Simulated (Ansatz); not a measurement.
ZnCu2SnS4: projected density of states with PBEsol+U

ZnCu2SnS4:

```xyz
8
Lattice="-2.7171 2.7171 5.4248 2.7171 -2.7171 5.4248 2.7171 2.7171 -5.4248" Properties=species:S:1:pos:R:3 pbc="T T T"
Sn    0.0000    0.0000    5.4248
Zn    2.7171    0.0000    2.7124
Cu    0.0000    2.7171    2.7124
Cu    0.0000    0.0000    0.0000
S     1.3944    1.3922    4.0338
S    -1.3922    1.3944    6.8158
S     1.3227    1.3249   -1.3910
S     4.1093    1.3227    1.3910
```

| Item | Value |
| --- | --- |
| Program | Ansatz 0.2.0 |
| Task | projected density of states |
| Functional | PBEsol |
| Potentials or basis | Ansatz PAW |
| Cutoff | 420 eV (not typed: the program's choice for these potentials) |
| k mesh | 7 × 7 × 7 |
| Occupations | fermi-dirac, width 0.05 eV |
| Spin | no spin polarisation |
| Hubbard terms | Cu d U = 6 eV |
| Hubbard projectors | ortho-atomic (the default) |
| Double counting | fll (the default) |

| Item | Value |
| --- | --- |
| Pressure | -0.9 GPa |
| Largest force | 0.288 eV/Å |
| Band gap on the k mesh | 0.87 eV, direct |

Forces on the atoms (eV/Å):
```
Sn   0.000  0.000  0.000
Zn   0.000  0.000  0.000
Cu   0.000  0.000  0.000
Cu   0.000  0.000  0.000
S    0.090  0.229 -0.148
S   -0.229  0.090  0.148
S   -0.090 -0.229 -0.148
S    0.229 -0.090  0.148
```

Stress tensor (GPa, compression positive):
```
-0.87  0.00  0.00
 0.00 -0.87  0.00
 0.00  0.00 -0.95
```

Levels at points of the mesh, in eV from the valence-band top:
```tsv
k point	band 40	band 41	band 42	band 43	band 44	band 45	band 46	band 47	band 48	band 49
(0.00, 0.00, 0.00)	-2.21	-2.21	-0.06	-0.06	0.00	0.87	2.58	3.49	4.37	4.37
```

States per cell in windows of 0.5 eV (zero at the valence-band top; states under -8 eV left out):
```csv
from (eV),total,S 3p,Cu 3d,Zn 3d,Sn 5p,Cu 4s,S 3s
-8.0,1.49,0.56,0.05,0.22,0.00,0.01,0.13
-7.5,0.51,0.18,0.02,0.08,0.00,0.00,0.05
-7.0,5.72,0.45,0.04,5.09,0.05,0.03,0.03
-6.5,4.28,0.27,0.05,3.78,0.01,0.01,0.05
-6.0,1.03,0.58,0.13,0.02,0.07,0.02,0.02
-5.5,2.10,1.16,0.40,0.04,0.17,0.11,0.02
-5.0,3.85,1.78,1.42,0.12,0.23,0.21,0.03
-4.5,7.80,2.62,4.62,0.09,0.22,0.15,0.02
-4.0,6.36,1.44,4.48,0.13,0.11,0.07,0.05
-3.5,4.89,1.01,3.41,0.06,0.13,0.09,0.07
-3.0,3.41,1.49,1.43,0.09,0.15,0.06,0.09
-2.5,2.89,1.47,1.05,0.05,0.10,0.02,0.09
-2.0,3.08,1.82,0.91,0.04,0.07,0.02,0.09
-1.5,2.99,1.94,0.77,0.04,0.05,0.02,0.06
-1.0,2.82,1.95,0.66,0.03,0.04,0.01,0.03
-0.5,0.78,0.57,0.16,0.01,0.01,0.00,0.01
0.0,0.00,0.00,0.00,0.00,0.00,0.00,0.00
0.5,0.00,0.00,0.00,0.00,0.00,0.00,0.00
1.0,0.09,0.04,0.00,0.00,0.00,0.01,0.01
1.5,1.25,0.62,0.03,0.00,0.02,0.04,0.08
2.0,0.66,0.36,0.01,0.00,0.00,0.01,0.03
2.5,0.35,0.04,0.01,0.00,0.16,0.00,0.03
3.0,1.81,0.27,0.02,0.00,0.70,0.07,0.16
3.5,2.59,0.45,0.02,0.00,0.98,0.14,0.21
4.0,1.89,0.37,0.02,0.00,0.58,0.14,0.10
4.5,1.76,0.36,0.01,0.00,0.34,0.19,0.06
5.0,2.11,0.32,0.01,0.00,0.14,0.42,0.04
5.5,2.59,0.31,0.01,0.00,0.14,0.47,0.04
6.0,3.49,0.28,0.01,0.00,0.14,0.26,0.02
6.5,2.22,0.15,0.01,0.00,0.09,0.14,0.01
7.0,2.80,0.12,0.01,0.00,0.06,0.12,0.01
7.5,2.30,0.10,0.01,0.00,0.06,0.12,0.01
```

Eigenvalues of the final occupation matrices:
```
  site  spin  trace               eigenvalues
site 1     1   4.94  0.98 0.99 0.99 0.99 0.99
site 2     1   4.94  0.99 0.99 0.99 0.99 0.99
```

It took 69 s on 4 threads of Arm Neoverse V2, on a shared host, peak memory 2 GiB.

Caveat: odd divisions of the mesh miss points on the zone boundary, where band edges often lie, so the gap on the mesh can be too wide; spin-orbit coupling is left out, which moves the levels of the heavy elements; the PAW data sets come from PBE, with cores solved anew for the run's functional, which leaves a small shift of forces and pressure; the density of states is complete only up to the lowest level of the last band computed. A k mesh can miss the band edges.
